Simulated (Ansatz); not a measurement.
# SnTe under changes of volume

One of the cells (47.091 Å³/atom); the others are scaled copies at fixed shape and fractional positions:

```
Te Sn
1.0
     0.00000    3.61115    3.61115
     3.61115    0.00000    3.61115
     3.61115    3.61115    0.00000
Te Sn
1 1
Cartesian
  1.8056 1.8056 1.8056
  0.0000 0.0000 0.0000
```

Measurements of this composition are mostly on another form, of space group No. 225.

| Item | Value |
| --- | --- |
| Program | Ansatz 0.2.0 |
| Functional | LDA |
| Potentials or basis | Ansatz PAW |
| Cutoff | 420 eV (not typed: the program's choice for these potentials) |
| k mesh | 6 × 6 × 6 |
| Occupations | fermi-dirac, width 0.05 eV |
| Spin | no spin polarisation |

```tsv
volume (Å³/atom)	energy over the lowest point (meV/atom)	pressure (GPa)
44.265	0.00	-0.8
45.207	6.10	-1.3
46.149	15.06	-1.8
47.091	26.62	-2.2
48.033	40.56	-2.6
48.974	56.63	-2.9
49.916	?	?
```

**Question.** What does the run at 49.916 Å³/atom give?

**Answer.** Energy over the lowest point 74.61 meV/atom; pressure -3.2 GPa.

Worked out: A Birch-Murnaghan fit of order 3 (a polynomial in V^(-2/3)) to the other rows has its minimum at 42.98 Å³/atom, just outside them, with B0 = V·E''(V) = 28 GPa and B' = 3.3. It gives 74.68 meV/atom at 49.916 Å³/atom, against the run's 74.61, and -dE/dV = -3.2 GPa, against -3.2.

Energies are extrapolated to zero smearing.

Caveats: the PAW data sets come from PBE, with cores solved anew for the run's functional, which leaves a small shift of forces and pressure.
